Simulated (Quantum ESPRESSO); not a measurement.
**CaO in Quantum ESPRESSO: the effect of functional**

The system is CaO.

```xyz
2
Lattice="0.0000 2.4036 2.4036 2.4036 0.0000 2.4036 2.4036 2.4036 0.0000" Properties=species:S:1:pos:R:3 pbc="T T T"
Ca    0.0000    0.0000    0.0000
O     2.4036    2.4036    2.4036
```

The cell is a database's computed one.

Alike in all runs:

| Property | Result |
| --- | --- |
| Program | Quantum ESPRESSO 7.5 |
| Cutoff | 1143 eV |
| Density cutoff | 4572 eV |
| k mesh | 4 × 4 × 4, shifted |
| Occupations | fermi-dirac, width 0.05 eV |
| Spin | no spin polarisation |

Each run relaxes the cell or the atoms first.

One run gave: relaxed volume 13.01 Å³/atom; dielectric constant 3.85 mean. Which functional did it use?
A. AM05
B. vdW-DF-cx
C. LDA
D. PBE
E. BLYP

C.

| functional | potentials or basis | relaxed volume (Å³/atom) | dielectric constant (mean) |
| --- | --- | --- | --- |
| LDA | PseudoDojo 0.4.1 SR LDA standard | 13.01 | 3.85 |
| PBE | PseudoDojo 0.4.1 SR PBE standard | 14.05 | 3.76 |
| BLYP | PseudoDojo 0.4.1 SR PBE standard | 14.44 | 3.67 |
| AM05 | PseudoDojo 0.4.1 SR PBE standard | 13.64 | 3.81 |
| revPBE | PseudoDojo 0.4.1 SR PBE standard | 14.40 | 3.72 |
| vdW-DF-cx | PseudoDojo 0.4.1 SR PBE standard | 13.61 | 3.78 |

Caveats: all runs use coarse meshes; the potentials were made for another functional, which shifts forces and pressure (some runs); before the sum rule the acoustic modes lie tens of cm⁻¹ from zero, a sign that the density grid also shifts the optical modes (some runs); the acoustic modes lie far from zero, so the frequencies are unreliable (some runs).

Not every run made on this cell is shown here.
